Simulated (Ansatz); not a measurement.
# Si/NiSi2: a contact from a semiconductor to a metal, part 2 of 5

Aim: where the metal's Fermi level sits in the semiconductor's gap in Si/NiSi2, and what the stack passes. The semiconductor is Si diamond(111), undoped, with its far face capped by hydrogen, and the metal is NiSi2 fluorite(111), in direct contact. After relaxation the nearest pair at the metal is Si–Si at 2.35 Å, along the normal. The common net has a side of 3.868 Å, which strains the semiconductor by +0.0 % and the metal by +0.7 %, against typed lattice constants near PBE's. The first steps treat the bulk crystals alone.

Ansatz 0.2.0; PBE DFT, plane waves, PAW files (the session's first sound run).

So far. Step 2 (The strained electrode, 6 atoms, electrode Si …): Little changed from the start: no atom moved by 0.005 Å and no cell edge by 0.1 %.

### Step 4. Relaxation

System of this step: Si/NiSi2. The cell holds 18 atoms: 15 Si, 2 Ni and 1 H. Cell: a = 3.868 Å, b = 3.868 Å, c = 38.650 Å, α = 90.0°, β = 90.0°, γ = 120.0°. Vacuum lies along c.

The bonds at the contact set its dipole, and with it the barrier heights, so the interface is relaxed first in a short slab. The dipole correction removes the field between the unlike outer faces.

The input, input.yaml:

```yaml
crystal:
  lattice:
    - [3.868, 0.0, 0.0]
    - [-1.934, 3.3497862618, 0.0]
    - [0.0, 0.0, 38.6496207885]
  atoms:
    - { symbol: Si, position: [0.0, 0.0, 0.2069878006] }
    - { symbol: Si, position: [0.33333333, 0.66666667, 0.2274151291] }
    - { symbol: Si, position: [0.33333333, 0.66666667, 0.2886971148] }
    - { symbol: Si, position: [0.66666667, 0.33333333, 0.3091244434] }
    - { symbol: Si, position: [0.66666667, 0.33333333, 0.3704064291] }
    - { symbol: Si, position: [0.0, 0.0, 0.3908337576] }
    - { symbol: Si, position: [0.0, 0.0, 0.449566546] }
    - { symbol: Si, position: [0.33333333, 0.66666667, 0.4699938746] }
    - { symbol: Si, position: [0.33333333, 0.66666667, 0.5312758603] }
    - { symbol: Si, position: [0.66666667, 0.33333333, 0.5517031889] }
    - { symbol: Si, position: [0.66666667, 0.33333333, 0.6129851746] }
    - { symbol: Si, position: [0.0, 0.0, 0.6334125031] }
    - { symbol: Si, position: [0.0, 0.0, 0.6921452915] }
    - { symbol: Ni, position: [0.33333333, 0.66666667, 0.7123186731] }
    - { symbol: Si, position: [0.66666667, 0.33333333, 0.7324920547] }
    - { symbol: Si, position: [0.33333333, 0.66666667, 0.7728388178] }
    - { symbol: Ni, position: [0.66666667, 0.33333333, 0.7930121994] }
    - { symbol: H, position: [0.0, 0.0, 0.168177588] }
kpoints:
  mp_grid: { grid: [8, 8, 1] }
scf:
  occupations: { method: fermi_dirac, width: 0.1 }
  max_iter: 150
hamiltonian:
  xc: pbe
efield:
  axis: 3
  dipole_correction: true
relax:
  f_tol: 0.04
  max_steps: 60
output:
  forces: true
```

The run is started by

```
> ansatz run input.yaml --threads 8 --pin off --max-ram 24576MiB --backend cpu --events-out ev --progress --plain --runs-dir out
```

Numbers of over 12 decimals in the logs are rounded to 6 here.

Output:

```text
[...]
Crystal: 18 atoms, lattice volume = 500.782 Å³
Basis set: ecut = 420 eV, 9897 PW (Γ), exchange–correlation on 54×54×540 points (8 copies of the dense FFT grid, shifted against one another)
Bands: 67, of which v1, the nominal top of the filled ones, is band 49 counted from 1 (48 counted from 0)
Symmetry: 6 space group operations
[...]
k-points: 10 of 64 (time reversal used)
[...]
SCF iter   1: F=—  HF=-21232.320651 eV  |F-HF|=—  |Δ(HF+E_count)|=         —  Δρ=6.50e-3  dr2=4.04e-1  ethr=1.77e-3  p=-0.014 e·Å  D=-5.23e-3 V/Å  ΔV_dip=0.20 eV  dr2_dipole=9.04e-2  V_vac-E_F(+/−)=4.23/4.04 eV  ⟨swp⟩=9.9  Hψ=3816  notcnv=0  defer=2
efield: sawtooth ramp at fractional position 0.9306 (placed from the atoms, in the widest stretch of the axis that holds none; the zero of the levels goes with the place), width 0.1000; the density the first Hamiltonian is built on has a dipole p = -0.014 e·Å; the dipole correction subtracts the counter field D = -5.23e-3 V/Å, which shifts the + side's vacuum level by +0.20 eV against the − side's; the planar-averaged density in the ramp window peaks in size at 5.4e-5 e/Å³
[...]
SCF iter   2: F=—  HF=-21232.636152 eV  |F-HF|=—  |Δ(HF+E_count)|=   3.16e-1  Δρ=8.31e-3  dr2=4.99e0  ethr=4.16e-4  p=0.143 e·Å  D=5.17e-2 V/Å  ΔV_dip=-2.00 eV  dr2_dipole=5.06e0  V_vac-E_F(+/−)=4.47/6.47 eV  ⟨swp⟩=4.2  Hψ=1291  notcnv=0  defer=31  recentre
[...]
SCF iter  10: F=-21232.293183 eV  HF=-21232.293168 eV  |F-HF|=1.50e-5  |Δ(HF+E_count)|=   3.15e-5  Δρ=2.88e-5  dr2=5.18e-6  ethr=4.12e-8  p=0.001 e·Å  D=2.86e-4 V/Å  ΔV_dip=-0.01 eV  dr2_dipole=9.04e-7  V_vac-E_F(+/−)=4.50/4.51 eV  ⟨swp⟩=3.4  Hψ=2360  notcnv=0
WARN: efield: at this solve's end the planar-averaged density reaches 1.21e-5 e/Å³ inside the ramp window [0.9047, 0.0565] (bound 1e-5 e/Å³); the window's nearer edge stands 4.32 Å from this solve's nearest atom along the axis. Its work functions, free energy, forces, stress, dipole, levels and responses can be off, and this figure does not tell by how much. A short vacuum, a low `basis.ecutwfc` or `basis.ecutrho_ratio` and negative occupations (`scf.occupations.method`) can put density there. See the manual's quickstart, § The vacuum guard
SCF 1 converged in 10 iterations: F = -21232.293183 eV  dr2 = 5.18e-6
[...]
relax step   1: F+E_penalty+E_count = -21232.29318295 eV  Δ(F+E_penalty+E_count) = +0.000e0 eV  max|allowed force component| = 1.087e0 eV/Å  Δτ_max = 0.0000 Å  (10 SCF iters, dr2 threshold 4.00e-5 eV, accepted)
[...]
SCF iter   1: F=—  HF=-21232.497538 eV  |F-HF|=—  |Δ(HF+E_count)|=         —  Δρ=5.24e-3  dr2=2.57e-1  ethr=2.59e-4  p=0.001 e·Å  D=2.86e-4 V/Å  ΔV_dip=-0.01 eV  dr2_dipole=1.57e-2  V_vac-E_F(+/−)=4.49/4.50 eV  ⟨swp⟩=1.0  Hψ=2619  notcnv=0  defer=25
efield: sawtooth ramp at fractional position 0.9306 (handed on by an earlier solve), width 0.1000; the density the first Hamiltonian is built on has a dipole p = 0.001 e·Å; the dipole correction subtracts the counter field D = 2.86e-4 V/Å, which shifts the + side's vacuum level by -0.01 eV against the − side's; the planar-averaged density in the ramp window peaks in size at 1.9e-5 e/Å³
[...]
SCF iter   2: F=—  HF=-21232.510805 eV  |F-HF|=—  |Δ(HF+E_count)|=   1.33e-2  Δρ=5.40e-3  dr2=2.44e-1  ethr=2.59e-4  p=0.021 e·Å  D=7.63e-3 V/Å  ΔV_dip=-0.29 eV  dr2_dipole=2.67e-2  V_vac-E_F(+/−)=4.57/4.86 eV  ⟨swp⟩=3.1  Hψ=1323  notcnv=0  defer=28
[...]
SCF iter   8: F=-21232.473796 eV  HF=-21232.473809 eV  |F-HF|=1.39e-5  |Δ(HF+E_count)|=   1.25e-5  Δρ=3.09e-5  dr2=1.19e-5  ethr=7.61e-8  p=-0.007 e·Å  D=-2.38e-3 V/Å  ΔV_dip=0.09 eV  dr2_dipole=8.00e-6  V_vac-E_F(+/−)=4.60/4.51 eV  ⟨swp⟩=4.0  Hψ=2066  notcnv=0
[...]
SCF 2 converged in 8 iterations: F = -21232.473796 eV  dr2 = 1.19e-5
relax step   2: F+E_penalty+E_count = -21232.47379557 eV  Δ(F+E_penalty+E_count) = -1.806e-1 eV  max|allowed force component| = 5.776e-1 eV/Å  Δτ_max = 0.0995 Å  (8 SCF iters, dr2 threshold 7.39e-5 eV, accepted)
SCF iter   1: F=—  HF=-21232.549654 eV  |F-HF|=—  |Δ(HF+E_count)|=         —  Δρ=4.64e-3  dr2=1.39e-1  ethr=1.30e-3  p=-0.007 e·Å  D=-2.38e-3 V/Å  ΔV_dip=0.09 eV  dr2_dipole=2.44e-3  V_vac-E_F(+/−)=4.57/4.47 eV  ⟨swp⟩=4.0  Hψ=1832  notcnv=0  defer=15
[...]
SCF iter   9: F=-21232.531336 eV  HF=-21232.531344 eV  |F-HF|=7.67e-6  |Δ(HF+E_count)|=   2.86e-6  Δρ=3.35e-5  dr2=9.79e-6  ethr=2.15e-8  p=-0.016 e·Å  D=-5.79e-3 V/Å  ΔV_dip=0.22 eV  dr2_dipole=1.43e-6  V_vac-E_F(+/−)=4.72/4.50 eV  ⟨swp⟩=4.3  Hψ=2075  notcnv=0
SCF 3 converged in 9 iterations: F = -21232.531336 eV  dr2 = 9.79e-6
relax step   3: F+E_penalty+E_count = -21232.53133595 eV  Δ(F+E_penalty+E_count) = -5.754e-2 eV  max|allowed force component| = 1.434e-1 eV/Å  Δτ_max = 0.0676 Å  (9 SCF iters, dr2 threshold 2.08e-5 eV, accepted)
[...]
relax step   4: F+E_penalty+E_count = -21232.53456841 eV  Δ(F+E_penalty+E_count) = -3.232e-3 eV  max|allowed force component| = 4.965e-2 eV/Å  Δτ_max = 0.0186 Å  (9 SCF iters, accepted)
SCF iter   1: F=—  HF=-21232.535280 eV  |F-HF|=—  |Δ(HF+E_count)|=         —  Δρ=5.15e-4  dr2=1.89e-3  ethr=1.63e-5  p=-0.017 e·Å  D=-6.30e-3 V/Å  ΔV_dip=0.24 eV  dr2_dipole=1.32e-4  V_vac-E_F(+/−)=4.73/4.49 eV  ⟨swp⟩=2.1  Hψ=1390  notcnv=0  defer=32
[...]
SCF iter   8: F=-21232.534988 eV  HF=-21232.534988 eV  |F-HF|=5.04e-8  |Δ(HF+E_count)|=   1.37e-6  Δρ=2.08e-6  dr2=5.07e-8  ethr=1.03e-10  p=-0.018 e·Å  D=-6.44e-3 V/Å  ΔV_dip=0.25 eV  dr2_dipole=1.57e-8  V_vac-E_F(+/−)=4.74/4.49 eV  ⟨swp⟩=4.0  Hψ=2723  notcnv=0
SCF 5 converged in 8 iterations: F = -21232.534988 eV  dr2 = 5.07e-8
relax step   5: F+E_penalty+E_count = -21232.53498817 eV  Δ(F+E_penalty+E_count) = -4.198e-4 eV  max|allowed force component| = 4.938e-3 eV/Å  Δτ_max = 0.0080 Å  (8 SCF iters, accepted)
SCF converged after 8 iterations
Free energy (F): -21232.534988 eV
[...]
Internal energy: -21232.434975 eV  (E = F + TS)
E sigma→0 (E₀):  -21232.484982 eV
Entropy (-TS):   -0.100013 eV (-5.556 meV/atom)
Fermi energy:    2.975663 eV
Dipole field:    D = -0.006338 V/Å  (p = -0.017541 e·Å, saw-weighted, corrected)
Work function:   Φ+ = 4.7390 eV   Φ− = 4.4941 eV
Levels:          The Fermi level and band energies are counted from a zero that moves with the ramp; work functions are not
[...]
--- Forces (eV/Å), atoms counted from 1 ---
  atom   1  Si     0.00000000    -0.00000000     0.00329491
  atom   2  Si     0.00000000     0.00000000    -0.00043371
  atom   3  Si     0.00000000    -0.00000000    -0.00012028
  atom   4  Si     0.00000000     0.00000000    -0.00408122
  atom   5  Si     0.00000000    -0.00000000    -0.00494192
  atom   6  Si     0.00000000     0.00000000     0.00321734
  atom   7  Si     0.00000000    -0.00000000    -0.00068288
  atom   8  Si     0.00000000     0.00000000     0.00346900
  atom   9  Si     0.00000000    -0.00000000     0.00158344
  atom  10  Si     0.00000000     0.00000000     0.00004557
  atom  11  Si     0.00000000    -0.00000000    -0.00072135
  atom  12  Si     0.00000000     0.00000000    -0.00270249
  atom  13  Si     0.00000000     0.00000000     0.00036611
  atom  14  Ni     0.00000000    -0.00000000     0.00282298
  atom  15  Si    -0.00000000     0.00000000     0.00004901
  atom  16  Si    -0.00000000    -0.00000000     0.00084761
  atom  17  Ni     0.00000000    -0.00000000    -0.00392736
  atom  18  H      0.00000000     0.00000000     0.00185046
  max |Σ_I F_I| component: 6.48e-5 eV/Å
--- Relaxed structure (5 steps of the walk, 5 accepted, 0 SCFs on fresh bases) ---
  F+E_penalty+E_count = -21232.53498817 eV   max|allowed force component| = 4.938e-3 eV/Å
  atoms:
    - { symbol: Si, position: [0, 0, 0.205898] }
    - { symbol: Si, position: [0.333333, 0.666667, 0.225617] }
    - { symbol: Si, position: [0.333333, 0.666667, 0.286824] }
    - { symbol: Si, position: [0.666667, 0.333333, 0.307293] }
    - { symbol: Si, position: [0.666667, 0.333333, 0.368551] }
    - { symbol: Si, position: [0, 0, 0.388973] }
    - { symbol: Si, position: [0, 0, 0.450248] }
    - { symbol: Si, position: [0.333333, 0.666667, 0.470674] }
    - { symbol: Si, position: [0.333333, 0.666667, 0.531967] }
    - { symbol: Si, position: [0.666667, 0.333333, 0.552405] }
    - { symbol: Si, position: [0.666667, 0.333333, 0.613764] }
    - { symbol: Si, position: [0, 0, 0.634087] }
    - { symbol: Si, position: [0, 0, 0.694955] }
    - { symbol: Ni, position: [0.333333, 0.666667, 0.716298] }
    - { symbol: Si, position: [0.666667, 0.333333, 0.731751] }
    - { symbol: Si, position: [0.333333, 0.666667, 0.776882] }
    - { symbol: Ni, position: [0.666667, 0.333333, 0.790243] }
    - { symbol: H, position: [0, 0, 0.166957] }
```

Elapsed: 25 s, on 8 threads of Arm Neoverse V1, shared host; peak memory 1.6 GiB.

Relaxation path:

```tsv
step	energy less that of the first step (eV)	largest force component (eV/Å)
1	0.0000	1.0870
2	-0.1806	0.5776
3	-0.2382	0.1434
4	-0.2414	0.0497
5	-0.2418	0.0049
```

The run keeps the 6 symmetry operations that it works with, so distortions that break them were not tested.

The atoms that moved most (Å):

```tsv
atom	dx	dy	dz	length
Si16	0.000	0.000	0.156	0.156
Ni14	0.000	0.000	0.154	0.154
Si13	0.000	0.000	0.109	0.109
Ni17	0.000	0.000	-0.107	0.107
Si3	0.000	0.000	-0.072	0.072
Si6	0.000	0.000	-0.072	0.072
Si5	0.000	0.000	-0.072	0.072
Si4	0.000	0.000	-0.071	0.071
```

This step gave:

| Quantity | Value |
| --- | --- |
| free energy | -21232.5350 eV |
| Fermi energy | 2.976 eV |

The largest force component on a free atom ends at 0.0049 eV/Å. At one or more of this run's solves the program warned of density in the dipole ramp over its bound, where dipole, forces and levels can be off.

[end of part 2 of 5]

[Logs are printed without paths, hosts, clocks, repeated set-up lines and the standing remarks that a program may print on its own settings, such as how far it seeks lower states.]

[Hosts, paths, dates, database ids (printed as entryN), source tags and the programs' standing remarks are cut or masked in the printed files.]
